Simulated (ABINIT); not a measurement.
# CdSe (F-43m) in ABINIT: settings compared

One crystal, CdSe, is run at these levels: PBE, PBE0; tasks: single point.

Everything below comes from runs of ABINIT 10.8.3 (patched build). Logs are shortened: lines on timing, memory, paths and dates and some standing lists are left out, and cuts for length are marked. The log counts tension as positive stress, the text compression.

**1. The crystal as given**

Symmetry: F-43m, No. 216, cubic system. The conventional cell has a = 6.141 Å, b = 6.141 Å, c = 6.141 Å, α = 90.00°, β = 90.00°, γ = 90.00°. Cd (site symmetry -43m) has 4 Se at 2.66 Å as nearest neighbours. Se (site symmetry -43m) has 4 Cd at 2.66 Å as nearest neighbours.

Measurements of this composition are mostly on another form, of space group No. 186.

**2. Single point, PBE**

Input file run.abi:

```
# Pseudopotentials
pp_dirpath "./"
pseudos "Cd_ONCV_PBE-1.2.upf, Se_ONCV_PBE-1.2.upf"

# Structure
acell 4.3420191692 4.3420191692 4.3420191692 Angstrom
rprim
     0.0000000000     0.7071067812     0.7071067812
     0.7071067812     0.0000000000     0.7071067812
     0.7071067812     0.7071067812     0.0000000000
ntypat 2
znucl 48 34
natom 2
typat 1 2
xcart
     0.0000000000     0.0000000000     0.0000000000
     1.5351355993     1.5351355993     1.5351355993 Angstrom

# Plane-wave basis
ecut 489.804952 eV

# k points
kptopt 1
ngkpt 6 6 6
nshiftk 1
shiftk 0.0 0.0 0.0

# Exchange and correlation
ixc 11

# Bands and occupations
nband 15
occopt 1

# SCF cycle
nstep 100
tolvrs 1.0e-10
diemac 6.0

# Output
iomode 3
prtwf 0
prtden 0
prteig 0
prtebands 0
enunit 2
```

Potentials or basis: SG15 NC PBE v1.2.

On the command line:

```console
mpirun --bind-to none -np 8 abinit run.abi > log 2>&1
```

run.abo:

```text
.Version 10.8.3 of ABINIT
 Symmetries : space group F-4 3 m (#216); Bravais cF (face-center cubic)
================================================================================
 Values of the parameters that define the memory need of the present run
     intxc =       0    ionmov =       0      iscf =       7    lmnmax =       6
     lnmax =       6     mgfft =      32  mpssoang =       3    mqgrid =    3001
     natom =       2  nloc_mem =       1    nspden =       1   nspinor =       1
    nsppol =       1      nsym =      24    n1xccc =       0    ntypat =       2
    occopt =       1   xclevel =       2
       mpw =        1435          nfft =       32768          nkpt =          16
================================================================================
================================================================================

--------------------------------------------------------------------------------
------------- Echo of variables that govern the present computation ------------
--------------------------------------------------------------------------------
 -outvars: echo values of preprocessed input variables --------
            acell      8.2052270632E+00  8.2052270632E+00  8.2052270632E+00 Bohr
              amu      1.12411000E+02  7.89600000E+01
           diemac      6.00000000E+00
             ecut      1.80000000E+01 Hartree
           enunit           2
              ixc          11
         kptrlatt        6    0    0      0    6    0      0    0    6
          kptrlen      4.92313624E+01
            natom           2
            nband          15
            ngfft          32      32      32
             nkpt          16
            nstep         100
             nsym          24
           ntypat           2
           prtden           0
        prtebands           0
           prteig           0
            prtwf           0
            rprim      0.0000000000E+00  7.0710678120E-01  7.0710678120E-01
                       7.0710678120E-01  0.0000000000E+00  7.0710678120E-01
                       7.0710678120E-01  7.0710678120E-01  0.0000000000E+00
          spgroup         216
           tolvrs      1.00000000E-10
            typat      1  2
           xangst      0.0000000000E+00  0.0000000000E+00  0.0000000000E+00
                       1.5351355993E+00  1.5351355993E+00  1.5351355993E+00
            xcart      0.0000000000E+00  0.0000000000E+00  0.0000000000E+00
                       2.9009858488E+00  2.9009858488E+00  2.9009858488E+00
             xred      0.0000000000E+00  0.0000000000E+00  0.0000000000E+00
                       2.5000000000E-01  2.5000000000E-01  2.5000000000E-01
            znucl       48.00000   34.00000

================================================================================

 chkinp: Checking input parameters for consistency.

================================================================================
== DATASET  1 ==================================================================

--- !DatasetInfo
iteration_state: {dtset: 1, }
dimensions: {natom: 2, nkpt: 16, mband: 15, nsppol: 1, nspinor: 1, nspden: 1, mpw: 1435, }
cutoff_energies: {ecut:  18.0, pawecutdg:  -1.0, }
electrons: {nelect:   2.60000000E+01, charge:   0.00000000E+00, occopt:   1.00000000E+00, tsmear:   1.00000000E-02, }
meta: {optdriver: 0, ionmov: 0, optcell: 0, iscf: 7, paral_kgb: 0, }
...

 Exchange-correlation functional for the present dataset will be:
  GGA: Perdew-Burke-Ernzerhof functional - ixc=11
  J.P.Perdew, K.Burke, M.Ernzerhof, PRL 77, 3865 (1996)

 Real(R)+Recip(G) space primitive vectors, cartesian coordinates (Bohr,Bohr^-1):
 R(1)=  0.0000000  5.8019717  5.8019717  G(1)= -0.0861776  0.0861776  0.0861776
 R(2)=  5.8019717  0.0000000  5.8019717  G(2)=  0.0861776 -0.0861776  0.0861776
 R(3)=  5.8019717  5.8019717  0.0000000  G(3)=  0.0861776  0.0861776 -0.0861776
 Unit cell volume ucvol=  3.9062210E+02 bohr^3
 Angles (23,13,12)=  6.00000000E+01  6.00000000E+01  6.00000000E+01 degrees

 getcut: wavevector=  0.0000  0.0000  0.0000  ngfft=  32  32  32
         ecut(hartree)=     18.000   => boxcut(ratio)=   2.04201

--- Pseudopotential description ------------------------------------------------
- pspini: atom type   1  psp file is ./Cd_ONCV_PBE-1.2.upf
12 -101130 2 -1 602                           pspcod,pspxc,lmax,lloc,mmax
     nproj     2     2     2

- pspini: atom type   2  psp file is ./Se_ONCV_PBE-1.2.upf
12 -101130 2 -1 602                           pspcod,pspxc,lmax,lloc,mmax
     nproj     2     2     2

   1.37262112E+03                                ecore*ucvol(ha*bohr**3)
--------------------------------------------------------------------------------

================================================================================

--- !BeginCycle
iteration_state: {dtset: 1, }
solver: {iscf: 7, nstep: 100, nline: 4, wfoptalg: 0, }
tolerances: {tolvrs: 1.00E-10, }
...

     iter   Etot(hartree)      deltaE(h)  residm     vres2
 ETOT  1  -164.72837723737    -1.647E+02 1.285E-01 5.644E+01
 ETOT  2  -164.93234338085    -2.040E-01 1.604E-02 1.056E+01
 ETOT  3  -164.93558076338    -3.237E-03 6.745E-04 2.194E-01
 ETOT  4  -164.93561078918    -3.003E-05 7.565E-05 3.176E-02
 ETOT  5  -164.93561563418    -4.845E-06 2.504E-05 2.332E-03
 ETOT  6  -164.93561629670    -6.625E-07 2.543E-06 2.589E-04
 ETOT  7  -164.93561633137    -3.467E-08 1.121E-06 1.066E-06
 ETOT  8  -164.93561633157    -1.953E-10 1.175E-07 1.392E-08
 ETOT  9  -164.93561633157     1.592E-12 5.417E-08 2.102E-10
 ETOT 10  -164.93561633157    -3.268E-12 1.080E-07 1.292E-11

 At SCF step   10       vres2   =  1.29E-11 < tolvrs=  1.00E-10 =>converged.

 Cartesian components of stress tensor (hartree/bohr^3)
  sigma(1 1)= -4.47528707E-05  sigma(3 2)=  0.00000000E+00
  sigma(2 2)= -4.47528707E-05  sigma(3 1)=  0.00000000E+00
  sigma(3 3)= -4.47528707E-05  sigma(2 1)=  0.00000000E+00

--- !ResultsGS
iteration_state: {dtset: 1, }
comment   : Summary of ground state results
lattice_vectors:
- [  0.0000000,   5.8019717,   5.8019717, ]
- [  5.8019717,   0.0000000,   5.8019717, ]
- [  5.8019717,   5.8019717,   0.0000000, ]
lattice_lengths: [   8.20523,    8.20523,    8.20523, ]
lattice_angles: [ 60.000,  60.000,  60.000, ] # degrees, (23, 13, 12)
lattice_volume:   3.9062210E+02
convergence: {deltae: -3.268E-12, res2:  1.292E-11, residm:  1.080E-07, diffor: null, }
etotal    :  -1.64935616E+02
entropy   :   0.00000000E+00
fermie    :   1.14706173E-01
cartesian_stress_tensor: # hartree/bohr^3
- [ -4.47528707E-05,   0.00000000E+00,   0.00000000E+00, ]
- [  0.00000000E+00,  -4.47528707E-05,   0.00000000E+00, ]
- [  0.00000000E+00,   0.00000000E+00,  -4.47528707E-05, ]
pressure_GPa:   1.3167E+00
xred      :
- [  0.0000E+00,   0.0000E+00,   0.0000E+00, Cd]
- [  2.5000E-01,   2.5000E-01,   2.5000E-01, Se]
cartesian_forces: # hartree/bohr
- [  0.00000000E+00,   0.00000000E+00,   0.00000000E+00, ]
- [  0.00000000E+00,   0.00000000E+00,   0.00000000E+00, ]
force_length_stats: {min:   0.00000000E+00, max:   0.00000000E+00, mean:   0.00000000E+00, }
...

 Integrated electronic density in atomic spheres:
 ------------------------------------------------
 Atom  Sphere_radius  Integrated_density
    1        2.00000         17.01507088
    2        2.00000          3.23749790
================================================================================

 ----iterations are completed or convergence reached----

 Mean square residual over all n,k,spin=   47.385E-11; max=  10.802E-08
 reduced coordinates (array xred) for    2 atoms
       0.000000000000      0.000000000000      0.000000000000
       0.250000000000      0.250000000000      0.250000000000
 rms dE/dt=  8.4145E-30; max dE/dt=  8.4145E-30; dE/dt below (all hartree)
    1       0.000000000000      0.000000000000     -0.000000000000
    2       0.000000000000      0.000000000000     -0.000000000000

 cartesian coordinates (angstrom) at end:
    1      0.00000000000000     0.00000000000000     0.00000000000000
    2      1.53513559932086     1.53513559932086     1.53513559932086

 cartesian forces (hartree/bohr) at end:
    1      0.00000000000000     0.00000000000000     0.00000000000000
    2      0.00000000000000     0.00000000000000     0.00000000000000
 frms,max,avg= 0.0000000E+00 0.0000000E+00   0.000E+00  0.000E+00  0.000E+00 h/b

 cartesian forces (eV/Angstrom) at end:
    1      0.00000000000000     0.00000000000000     0.00000000000000
    2      0.00000000000000     0.00000000000000     0.00000000000000
 frms,max,avg= 0.0000000E+00 0.0000000E+00   0.000E+00  0.000E+00  0.000E+00 e/A
 length scales=  8.205227063230  8.205227063230  8.205227063230 bohr
              =  4.342019169200  4.342019169200  4.342019169200 angstroms
 Fermi (or HOMO) energy (hartree) =   0.11471   Average Vxc (hartree)=  -0.32437
 Eigenvalues (hartree) for nkpt=  16  k points:
 kpt#   1, nband= 15, wtk=  0.00463, kpt=  0.0000  0.0000  0.0000 (reduced coord)
  -3.62155   -2.18998   -2.18998   -2.18998   -0.34241   -0.17387   -0.17387   -0.17387
  -0.16121   -0.16121    0.11471    0.11471    0.11471    0.13448    0.33289
 prteigrs : prtvol=0 or 1, do not print more k-points.

 Fermi (or HOMO) energy (eV) =   3.12131   Average Vxc (eV)=  -8.82643
 Eigenvalues (   eV  ) for nkpt=  16  k points:
 kpt#   1, nband= 15, wtk=  0.00463, kpt=  0.0000  0.0000  0.0000 (reduced coord)
 -98.54735  -59.59248  -59.59248  -59.59248   -9.31744   -4.73114   -4.73114   -4.73114
  -4.38680   -4.38680    3.12131    3.12131    3.12131    3.65937    9.05842
 prteigrs : prtvol=0 or 1, do not print more k-points.

--- !EnergyTerms
iteration_state     : {dtset: 1, }
comment             : Components of total free energy in Hartree
kinetic             :  5.05685555329542E+01
hartree             :  5.64364708061759E+01
xc                  : -1.59447778654789E+01
Ewald energy        : -9.44275761458301E+01
psp_core            :  3.51393613190189E+00
local_psp           : -1.49471173785161E+02
non_local_psp       : -1.56110510061331E+01
total_energy        : -1.64935616331571E+02
total_energy_eV     : -4.48812676171732E+03
band_energy         : -2.24342336257381E+01
...

 Cartesian components of stress tensor (hartree/bohr^3)
  sigma(1 1)= -4.47528707E-05  sigma(3 2)=  0.00000000E+00
  sigma(2 2)= -4.47528707E-05  sigma(3 1)=  0.00000000E+00
  sigma(3 3)= -4.47528707E-05  sigma(2 1)=  0.00000000E+00

-Cartesian components of stress tensor (GPa)         [Pressure=  1.3167E+00 GPa]
- sigma(1 1)= -1.31667491E+00  sigma(3 2)=  0.00000000E+00
- sigma(2 2)= -1.31667491E+00  sigma(3 1)=  0.00000000E+00
- sigma(3 3)= -1.31667491E+00  sigma(2 1)=  0.00000000E+00

== END DATASET(S) ==============================================================
================================================================================

 -outvars: echo values of variables after computation  --------
            acell      8.2052270632E+00  8.2052270632E+00  8.2052270632E+00 Bohr
           etotal     -1.6493561633E+02
            fcart      0.0000000000E+00  0.0000000000E+00  0.0000000000E+00
                       0.0000000000E+00  0.0000000000E+00  0.0000000000E+00
            rprim      0.0000000000E+00  7.0710678120E-01  7.0710678120E-01
                       7.0710678120E-01  0.0000000000E+00  7.0710678120E-01
                       7.0710678120E-01  7.0710678120E-01  0.0000000000E+00
           strten     -4.4752870680E-05 -4.4752870680E-05 -4.4752870680E-05
                       0.0000000000E+00  0.0000000000E+00  0.0000000000E+00
           xangst      0.0000000000E+00  0.0000000000E+00  0.0000000000E+00
                       1.5351355993E+00  1.5351355993E+00  1.5351355993E+00
             xred      0.0000000000E+00  0.0000000000E+00  0.0000000000E+00
                       2.5000000000E-01  2.5000000000E-01  2.5000000000E-01
 Calculation completed.
```

It took 1.4 s on 8 MPI ranks of AMD EPYC 9R45 (Zen 5), shared host; peak memory 0.48 GiB.

What came out:

```
Free energy                                           : -4488.1268 eV
Pressure                                              : 1.3 GPa
Band gap on the k mesh                                : 0.54 eV, direct
Valence electrons inside the program's atomic spheres : Cd 17.02; Se 3.24
```

Expect the measured gap to be larger: semilocal functionals such as PBE lack the derivative discontinuity.

**3. Single point, PBE0**

run.abi, as its differences from that of step 2:

```diff
@@ -28,3 +28,3 @@
 # Exchange and correlation
-ixc 11
+ixc 41
 
@@ -35,5 +35,5 @@
 # SCF cycle
-nstep 100
-tolvrs 1.0e-10
+nstep 60
 diemac 6.0
+toldfe 1.0e-7
```

Potentials or basis: SG15 NC PBE v1.2.

On the command line:

```console
mpirun --bind-to none -np 8 abinit run.abi > log 2>&1
```

Run time: 11 min. Hardware: 8 MPI ranks of AMD EPYC 9R45 (Zen 5), shared host; peak memory 1 GiB.

It converged, with:

| Quantity | Value |
| --- | --- |
| Free energy | -4487.7368 eV |
| Pressure | -0.4 GPa |
| Band gap on the k mesh | 1.90 eV, direct |
| Valence electrons inside the program's atomic spheres | Cd 17.02; Se 3.24 |

Levels at points of the mesh, in eV from the valence-band top:
```tsv
k point	band 10	band 11	band 12	band 13	band 14	band 15
(0.00, 0.00, 0.00)	-8.57	0.00	0.00	0.00	1.90	7.59
(0.50, 0.00, 0.00)	-8.27	-4.68	-0.80	-0.80	3.83	8.10
(0.50, 0.50, 0.00)	-8.19	-4.38	-1.95	-1.95	4.61	5.26
```

Caveat: the potentials were made for another functional, which shifts forces and pressure.
